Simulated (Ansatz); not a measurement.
**Bi2Se3: stress in a strained cell**

Aim: deform Bi2Se3 (zz strain of -2 %) and compute stress, forces and field gradients with LAPW, PAW and all-electron datasets made for the crystal.

Computed with Ansatz 0.2.0 (DFT PBE, scalar-relativistic, unless a step's input says otherwise).

## 1. The system as given

It takes space group R-3m (No. 166, trigonal). The conventional cell has a = 4.143 Å, b = 4.143 Å, c = 28.636 Å, α = 90.00°, β = 90.00°, γ = 120.00°. Around Bi (site symmetry 3m) lie 6 Se at 2.85 to 3.07 Å. Se (site symmetry -3m) is surrounded by 6 Bi at 3.07 Å. Around Se (site symmetry 3m) lie 3 Bi at 2.85 Å.

Coordinates:

```cif
data_structure
_symmetry_space_group_name_H-M 'P 1'
_symmetry_Int_Tables_number 1
_cell_length_a 9.8405
_cell_length_b 9.8405
_cell_length_c 9.8405
_cell_angle_alpha 24.304
_cell_angle_beta 24.304
_cell_angle_gamma 24.304
_cell_volume 141.89
loop_
_atom_site_label
_atom_site_type_symbol
_atom_site_fract_x
_atom_site_fract_y
_atom_site_fract_z
_atom_site_occupancy
Bi1 Bi 0.40080 0.40080 0.40080 1
Bi2 Bi 0.59920 0.59920 0.59920 1
Se1 Se 0.00000 0.00000 0.00000 1
Se2 Se 0.21170 0.21170 0.21170 1
Se3 Se 0.78830 0.78830 0.78830 1
```

Atoms are numbered in the order of the input: Bi1, Bi2, Se3, Se4, Se5.

## 2. After the deformation

Space group R-3m before, R-3m after.

## 3. Full-potential LAPW

input.yaml reads:

```yaml
crystal:
  lattice:
    - [2.0714992968, 1.1959806766, 9.3544234]
    - [-2.0714992968, 1.1959806766, 9.3544234]
    - [0.0, -2.3919613533, 9.3544234]
  atoms:
    - { symbol: Bi, position: [0.4008, 0.4008, 0.4008] }
    - { symbol: Bi, position: [0.5992, 0.5992, 0.5992] }
    - { symbol: Se, position: [0.0, 0.0, 0.0] }
    - { symbol: Se, position: [0.2117, 0.2117, 0.2117] }
    - { symbol: Se, position: [0.7883, 0.7883, 0.7883] }
kpoints:
  mp_grid: { grid: [6, 6, 6] }
  band_path:
    path:
      - [0.0, 0.0, 0.0]
      - [0.5, 0.5, 0.5]
      - [0.8224359301, 0.1775640699, 0.5]
      - [0.5, -0.1775640699, 0.1775640699]
      - [0.5, 0.0, 0.0]
      - [0.0, 0.0, 0.0]
      - [0.3387820349, -0.3387820349, 0.0]
      - [0.6612179651, 0.0, 0.3387820349]
      - [0.5, 0.0, 0.5]
    npoints: 5
scf:
  occupations: { method: fermi_dirac, width: 0.03 }
hamiltonian:
  xc: pbe
  pseudopotentials: { kind: all_electron, lapw: { basis_error: 0.0005 } }
output:
  forces: true
  stress: true
  eigenvalues: true
```

Launch:

```bash
ansatz run input.yaml --threads 2 --pin off --max-ram 6144MiB --backend cpu --events-out ev --progress --plain --runs-dir out
```

## 4. PAW with frozen cores

input.yaml reads:

```yaml
crystal:
  lattice:
    - [2.0714992968, 1.1959806766, 9.3544234]
    - [-2.0714992968, 1.1959806766, 9.3544234]
    - [0.0, -2.3919613533, 9.3544234]
  atoms:
    - { symbol: Bi, position: [0.4008, 0.4008, 0.4008] }
    - { symbol: Bi, position: [0.5992, 0.5992, 0.5992] }
    - { symbol: Se, position: [0.0, 0.0, 0.0] }
    - { symbol: Se, position: [0.2117, 0.2117, 0.2117] }
    - { symbol: Se, position: [0.7883, 0.7883, 0.7883] }
kpoints:
  mp_grid: { grid: [6, 6, 6] }
scf:
  occupations: { method: fermi_dirac, width: 0.03 }
hamiltonian:
  xc: pbe
  pseudopotentials: { kind: paw }
output:
  forces: true
  stress: true
  eigenvalues: true
  efg: { contact_densities: true }
  write_density: true
  write_potential: true
  elf: true
  volumetric_format: npy
```

## 5. Datasets made for this crystal

input.yaml: that of step 4 with these lines changed.

```diff
@@ -17,3 +17,3 @@
   xc: pbe
-  pseudopotentials: { kind: paw }
+  pseudopotentials: { kind: all_electron, datasets: crystal }
 output:
@@ -23,5 +23 @@
   efg: { contact_densities: true }
-  write_density: true
-  write_potential: true
-  elf: true
-  volumetric_format: npy
```

(Steps that only read results are left out.)

Before running it: what results should come out? Wanted: pressure; largest shear or deviatoric stress.

As calculated:

| quantity | value |
| --- | --- |
| pressure | LAPW 3.94, PAW 3.93, crystal datasets 3.94 GPa |
| largest shear or deviatoric stress (LAPW) | 0.52 GPa |

The largest part of the stress beyond the pressure is 0.52 GPa in size, in the zz component; the atoms are carried along and not relaxed. No run of the undeformed cell stands beside it, so the pressure holds what the given cell had before the change. PAW: stress within 0.01 GPa of LAPW, forces within 1 meV/Å. Crystal datasets: stress within 0.01 GPa of LAPW, forces within 1 meV/Å. Spin-orbit coupling is left out, though the cell holds Bi; in elements this heavy it can shift bands and gaps by tenths of an eV.
